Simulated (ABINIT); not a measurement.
Runs of ABINIT 10.8.3 (patched build) on TePb. Symmetry: Fm-3m, No. 225, cubic system. Conventional cell: a = 6.462 Å, b = 6.462 Å, c = 6.462 Å, α = 90.00°, β = 90.00°, γ = 90.00°. Around Pb (site symmetry m-3m) lie 6 Te at 3.23 Å. Te (site symmetry m-3m) is surrounded by 6 Pb at 3.23 Å. 

```tsv
level	pressure (GPa)
PW91	1.8
AM05	-0.2
WC	-0.6
PBEsol	-0.6
BLYP	(a)
```

Alike in all rows: task single point; potentials or basis JTH PAW PBE v2.0; no spin polarisation; cell as given; k mesh 7 × 7 × 7; cutoff (eV) 707; smearing fermi-dirac 0.05 eV.

**Question.** Fill in the values left out.

**Answer.** (a) 5.2.

Caveats: the PAW data sets were made with another functional, which shifts forces and pressure a little.

Runs at the PBE level aren't shown here.
